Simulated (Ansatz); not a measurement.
**ScAl2 under pressure**

Theory: DFT PBEsol, scalar-relativistic, plane waves, PAW in Ansatz 0.2.0. Run with 420 eV cutoff, 8×8×8 k-mesh, Gaussian smearing of 0.10 eV, no spin polarisation.

The relaxed crystal:

```
CELL_PARAMETERS angstrom
0.00000 3.76340 3.76340
3.76340 0.00000 3.76340
3.76340 3.76340 0.00000
ATOMIC_POSITIONS crystal
Sc 0.50000 0.50000 0.50000
Sc 0.75000 0.75000 0.75000
Al 0.12500 0.12500 0.12500
Al 0.62500 0.12500 0.12500
Al 0.12500 0.62500 0.12500
Al 0.12500 0.12500 0.62500
```

Cell and atoms are relaxed at each pressure within the symmetry of the start, at zero temperature, so transitions that lower the symmetry aren't seen. The k-mesh given is that at zero pressure and may differ at others. a, b and c are the lengths of the cell vectors above.

| P (GPa) | V (Å³/atom) | V/V0 | a (Å) | b (Å) | c (Å) |
| --- | --- | --- | --- | --- | --- |
| -1 | 17.97 | 1.011 | 5.342 | 5.342 | 5.342 |
| 0 | 17.77 | 1.000 | 5.322 | 5.322 | 5.322 |
| 1 | 17.59 | 0.990 | 5.305 | 5.305 | 5.305 |
| 4 | 17.06 | 0.960 | 5.251 | 5.251 | 5.251 |
| 12 | 15.99 | 0.900 | 5.138 | 5.138 | 5.138 |
| 25 | 14.74 | 0.830 | 5.001 | 5.001 | 5.001 |
| 50 | 13.17 | 0.741 | 4.816 | 4.816 | 4.816 |
| 90 | 11.61 | 0.654 | 4.619 | 4.619 | 4.619 |

Q: What bulk modulus and pressure derivative fit these points?

A: A third-order Birch–Murnaghan fit gives B0 = 94 GPa and B0' = 3.9.